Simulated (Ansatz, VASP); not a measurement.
## BP in VASP and in Ansatz

INCAR

```
SYSTEM = BP
PREC = Accurate
ENCUT = 520
EDIFF = 1E-6
ISMEAR = -1
SIGMA = 0.05
LREAL = .FALSE.
LASPH = .TRUE.
NELM = 80
ALGO = Normal
ISIF = 2
LWAVE = .FALSE.
LCHARG = .TRUE.
GGA = PS
LELF = .TRUE.
LVHAR = .TRUE.
NBANDS = 11
```

The input KPOINTS:

```
regular mesh
0
G
  10 10 10
  0 0 0
```

The input POSCAR:

```
BP
1.0
    0.0000000000      2.2383340787      2.2383340787
    2.2383340787      0.0000000000      2.2383340787
    2.2383340787      2.2383340787      0.0000000000
P B
1 1
Direct
    0.7500000000      0.7500000000      0.7500000000
    0.0000000000      0.0000000000      0.0000000000
```

Contents of input.yaml:

```yaml
crystal:
  lattice:
    - [0.0, 2.2383340787, 2.2383340787]
    - [2.2383340787, 0.0, 2.2383340787]
    - [2.2383340787, 2.2383340787, 0.0]
  atoms:
    - { symbol: P, position: [0.75, 0.75, 0.75] }
    - { symbol: B, position: [0.0, 0.0, 0.0] }
kpoints:
  mp_grid: { grid: [10, 10, 10] }
scf:
  occupations: { method: fermi_dirac, width: 0.05 }
hamiltonian:
  xc: pbesol
  pseudopotentials: { kind: all_electron, lapw: { basis_error: 0.0005 } }
output:
  forces: true
  stress: true
  eigenvalues: true
```

Change from the starting cell: volume scaled by 0.96.

Alike in both runs: task single point; functional PBEsol; k mesh 10 × 10 × 10; occupations fermi-dirac, width 0.05 eV; no spin polarisation.

|  | VASP | Ansatz |
| --- | --- | --- |
| version | VASP 6.6.1 | Ansatz 0.2.0 |
| potentials or method | VASP PAW PBE potentials, release 64 (P, B) | all-electron LAPW, scalar-relativistic |
| plane-wave cutoff (eV) | 520 | see its input |

VASP gave:

| Quantity | Value |
| --- | --- |
| gap on the k mesh at the Fermi level (eV) | 1.08 |
| least direct gap on the mesh (eV) | 3.42 |
| pressure (GPa) | 5.3 |

What did Ansatz give for the same quantities?

gap on the k mesh at the Fermi level (eV): 1.08; least direct gap on the mesh (eV): 3.43; pressure (GPa): 5.1.

Ansatz ran all-electron here, so the differences hold the error of VASP's frozen core and of both bases.

Caveats: the PAW data sets were made with another functional, which shifts forces and pressure a little (VASP). A k mesh can miss the band edges.
